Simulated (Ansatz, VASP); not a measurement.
**One calculation of SiGe5, two programs**

```
CELL_PARAMETERS angstrom
0.00000 3.74272 3.74272
3.74272 0.00000 3.74272
3.74272 3.74272 0.00000
ATOMIC_POSITIONS crystal
Si 0.00000 0.00000 0.00000
Ge 0.75000 0.75000 0.75000
Ge 0.37597 0.37597 0.87208
Ge 0.37597 0.87208 0.37597
Ge 0.37597 0.37597 0.37597
Ge 0.87208 0.37597 0.37597
```

Change from the starting cell: species swapped into the ErCu5 type (F-43m, No. 216).

Alike in both runs: task relaxation of cell and atoms; functional PBE; k mesh 4 × 4 × 4; occupations gaussian, width 0.1 eV; no spin polarisation.

|  | VASP | Ansatz |
| --- | --- | --- |
| version | VASP 6.6.1 | Ansatz 0.2.0 |
| potentials or method | VASP PAW PBE potentials, release 64 (Si, Ge_d) | scalar-relativistic, plane waves, PAW |
| plane-wave cutoff (eV) | 600 | 420 |
| valence electrons in the cell | 74 | 74 |

|  | VASP | Ansatz | Ansatz less VASP |
| --- | --- | --- | --- |
| gap on the k mesh at the Fermi level, each at its own relaxed structure (eV) | none | none | - |
| relaxed volume (Å³/atom) | 19.85 | 19.86 | +0.009 |
| relaxed cell length with the largest relative difference (Å) | 5.522 | 5.523 | +0.0009 |
| energy change over the relaxation (meV/atom) | -69 | -68 | +1.2 |

A gap of «none» marks a metal or a gap that the smearing closes.

Caveats: the k mesh is coarse (spacing up to 0.36 Å⁻¹), so the values aren't converged.
